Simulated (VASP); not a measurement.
Wanted: the native input for a VASP 6.6.1 run.

```yaml
Task: single point
Functional: LDA
Potentials_or_basis: VASP PAW LDA potentials, release 64 (Pt, S)
Cutoff: 520 eV
k_mesh: 6 × 6 × 4
Occupations: gaussian, width 0.05 eV
Spin: collinear spin, ferromagnetic start
Starting_moments: "[0.5, 0.0, 0.0] μB"
Fixed_moment: 1 μB
Hubbard_terms: Pt d U = 5 eV
Further_INCAR_settings: ALGO = Fast; EDIFF = 1e-07
```

The structure of PtS2 lies in POSCAR:

```
PtS2
1.0
    3.1165126000     -1.9104842100      0.0000000000
    3.1165126000      1.9104842100      0.0000000000
   -0.0030682400      0.0000000000      4.3949362900
Pt S
1 2
Direct
    0.0000000000      0.0000000000      0.0000000000
    0.6879000000      0.6879000000      0.2889000000
    0.3121000000      0.3121000000      0.7111000000
```

The cell was built by a generator and isn't the measured one.

These files were run (other wordings do the same):

INCAR

```
PREC = Accurate
ENCUT = 520
EDIFF = 1E-7
ISMEAR = 0
SIGMA = 0.05
LREAL = F
LASPH = T
NELM = 60
ALGO = Fast
ISIF = 2
LWAVE = F
LCHARG = F
ISPIN = 2
MAGMOM = 0.5 0 0
LORBIT = 11
NUPDOWN = 1
LMAXMIX = 4
LDAU = T
LDAUTYPE = 2
LDAUL = 2 -1
LDAUU = 5 0
LDAUJ = 0 0
LDAUPRINT = 1
```

KPOINTS

```
regular mesh
0
Gamma
  6 6 4
```

Potentials or basis: VASP PAW LDA potentials, release 64 (Pt, S).

The run is started by

```bash
$ cat potpaw_LDA.64/Pt/POTCAR potpaw_LDA.64/S/POTCAR > POTCAR
$ mpirun -np 1 vasp_std > vasp.out
```

Results of the run:

```json
{
  "Pressure": "-12.7 GPa",
  "Largest force": "1.114 eV/Å",
  "Net moment": "1.00 μB per cell",
  "Site moments": "Pt +0.40; S +0.20 μB",
  "Valence electrons inside the program's atomic spheres": "Pt 9.61; S 3.54"
}
```

Caveat: the total moment is fixed, so each spin has its own Fermi level; forces of over 1 eV/Å show positions far from the minimum, so gaps and moduli don't describe the material at rest.

Wall time 68 s on 1 thread of Intel(R) Xeon(R) Platinum 8259CL CPU @ 2.50GHz (Skylake/Cascade Lake), with other jobs on the host, peak memory 0.19 GiB.
